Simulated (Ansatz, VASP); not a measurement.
## RbBr in VASP and in Ansatz

INCAR

```
SYSTEM = RbBr
ALGO = Normal
EDIFF = 1E-7
ENCUT = 520
GGA = PS
ISIF = 2
ISMEAR = -1
LASPH = .True.
LCHARG = .False.
LREAL = .False.
LWAVE = .False.
NBANDS = 15
NELM = 80
PREC = Accurate
SIGMA = 0.05
```

KPOINTS

```
k-points
0
Gamma
  7 7 7
  0 0 0
```

Contents of POSCAR:

```
RbBr
1.0
    0.0000000000      3.3570415946      3.3570415946
    3.3570415946      0.0000000000      3.3570415946
    3.3570415946      3.3570415946      0.0000000000
Rb Br
1 1
Direct
    0.0000000000      0.0000000000      0.0000000000
    0.5000000000      0.5000000000      0.5000000000
```

input.yaml

```yaml
crystal:
  lattice:
    - [0.0, 3.3570415946, 3.3570415946]
    - [3.3570415946, 0.0, 3.3570415946]
    - [3.3570415946, 3.3570415946, 0.0]
  atoms:
    - { symbol: Rb, position: [0.0, 0.0, 0.0] }
    - { symbol: Br, position: [0.5, 0.5, 0.5] }
hamiltonian:
  xc: pbesol
  pseudopotentials: { kind: paw }
kpoints:
  mp_grid: { grid: [7, 7, 7] }
scf:
  occupations: { method: fermi_dirac, width: 0.05 }
output:
  forces: true
  stress: true
  eigenvalues: true
```

Change from the starting cell: volume scaled by 0.94.

Alike in both runs: task single point; functional PBEsol; k mesh 7 × 7 × 7; occupations fermi-dirac, width 0.05 eV; no spin polarisation.

```csv
,VASP,Ansatz
version,VASP 6.6.1,Ansatz 0.2.0
potentials or method,"VASP PAW PBE potentials, release 64 (Rb_sv, Br)",Ansatz PAW
plane-wave cutoff (eV),520,420
valence electrons in the cell,16,16
```

VASP gave:

```
gap on the k mesh at the Fermi level (eV) : 4.36
least direct gap on the mesh (eV)         : 4.36
pressure (GPa)                            : 1.0
```

Problem. What did Ansatz give for the same quantities?

Solution. gap on the k mesh at the Fermi level (eV): 4.36; least direct gap on the mesh (eV): 4.36; pressure (GPa): 0.9.

Caveats: the PAW data sets were made with another functional, which shifts forces and pressure a little (VASP); odd divisions of the mesh miss points on the zone boundary, where band edges often lie, so the gap on the mesh can be too wide (Ansatz); the PAW data sets come from PBE, with cores solved anew for the run's functional, which leaves a small shift of forces and pressure (Ansatz).
